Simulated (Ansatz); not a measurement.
The first iterations of a band of a periodic cell of 39 atoms, Ba$_{8}$Ti$_{8}$O$_{23}$ (host BaTiO3, host structure Amm2, one O atom removed), cell charge +2.

All numbers below come from DFT PBE-D3(BJ), scalar-relativistic, plane waves, PAW in Ansatz. Settings: PAW set soft_1, cutoff 420 eV, k mesh 2x2x2, gaussian smearing 0.02 eV, no spin polarisation.

| Item | Value |
| --- | --- |
| movable images | 7 |
| climbing image | yes |
| spring | 5.0 eV/Å² |
| optimiser | quadratic models (default) |
| start path | straight line |
| force threshold | 0.05 eV/Å |
| iteration limit | 23 |
| end points | relaxed |

Image 0:

```xyz
39
Lattice="7.9800 0.0000 0.0000 0.0000 5.6690 5.6820 0.0000 -5.6690 5.6820" Properties=species:S:1:pos:R:3
Ba 0.027 0.034 -0.017
Ti 2.050 0.036 2.946
O -0.101 0.105 2.842
O 1.996 -1.378 4.149
O 1.994 1.407 4.174
Ba 0.026 -2.867 2.886
Ti 1.936 -2.848 5.754
O 0.027 -2.836 5.610
O 1.994 -4.231 7.009
O 2.014 -1.436 7.014
Ba 0.039 2.868 2.804
Ti 1.910 2.832 5.755
O -0.020 2.797 5.553
O 2.013 1.460 7.008
O 1.993 4.228 6.994
Ba 0.030 -0.038 5.702
Ti 1.928 -0.003 8.599
O 0.045 0.010 8.456
O 2.014 -1.383 9.857
O 2.014 1.407 9.861
Ba 3.926 0.028 -0.024
Ti 6.004 -0.162 2.731
O 4.024 0.097 2.837
O 5.969 -1.251 4.211
Ba 3.938 -2.871 2.878
Ti 5.924 -2.829 5.812
O 4.036 -2.837 5.609
O 5.970 -4.194 7.135
O 6.007 -1.439 7.026
Ba 3.925 2.883 2.815
Ti 5.945 2.919 5.820
O 4.105 2.782 5.535
O 6.022 1.432 6.904
O 5.978 4.250 7.077
Ba 3.952 -0.021 5.722
Ti 5.931 -0.025 8.620
O 4.051 0.008 8.461
O 6.018 -1.482 9.852
O 6.012 1.378 9.857
```

Image 8:

```xyz
39
Lattice="7.9800 0.0000 0.0000 0.0000 5.6690 5.6820 0.0000 -5.6690 5.6820" Properties=species:S:1:pos:R:3
Ba 0.044 -0.025 -0.017
Ti 1.995 -0.030 2.952
O -0.066 -0.095 2.838
O 1.995 -1.400 4.175
O 1.995 1.384 4.148
Ba 0.052 -2.872 2.814
Ti 1.995 -2.825 5.763
O -0.065 -2.790 5.548
O 1.995 -4.221 6.992
O 1.995 -1.457 7.007
Ba 0.037 2.878 2.886
Ti 1.995 2.853 5.761
O -0.011 2.845 5.610
O 1.995 1.443 7.010
O 1.995 4.235 7.009
Ba 0.033 0.036 5.717
Ti 1.995 0.009 8.609
O -0.005 -0.002 8.458
O 1.995 -1.398 9.860
O 1.995 1.388 9.854
Ba 3.946 -0.025 -0.017
Ti 5.985 0.168 2.735
O 4.056 -0.095 2.838
O 5.985 1.253 4.213
Ba 3.938 -2.872 2.814
Ti 5.985 -2.911 5.824
O 4.055 -2.790 5.548
O 5.985 -4.242 7.081
O 5.985 -1.424 6.901
Ba 3.953 2.878 2.886
Ti 5.985 2.834 5.819
O 4.001 2.845 5.610
O 5.985 1.446 7.026
O 5.985 4.198 7.134
Ba 3.957 0.036 5.717
Ti 5.985 0.032 8.627
O 3.995 -0.002 8.458
O 5.985 -1.369 9.854
O 5.985 1.485 9.850
```

| iteration | highest image above the first end (eV) | largest band force component (eV/Å) |
| --- | --- | --- |
| 1 | 2.655 | 14.429 |
| 2 | 1.980 | 5.150 |
| 3 | 0.904 | 3.298 |
| 4 | 0.749 | 1.647 |
| 5 | 0.679 | 0.301 |

**Question.** Does the band converge within its limit, and where does its top end?

**Answer.** The run converged. It ended after 16 iterations with the highest image 0.647 eV above the first end. The order of the point at the top wasn't checked. Limits of this set-up: no spin, though dangling bonds at a vacancy may carry it, a small cell, in which the defect meets its images, a typed lattice constant that wasn't relaxed here, charged cell in a uniform background, uncorrected.

Run time: 25 min on 4 threads of Arm Neoverse V2, on a shared host, peak memory 5.1 GiB.
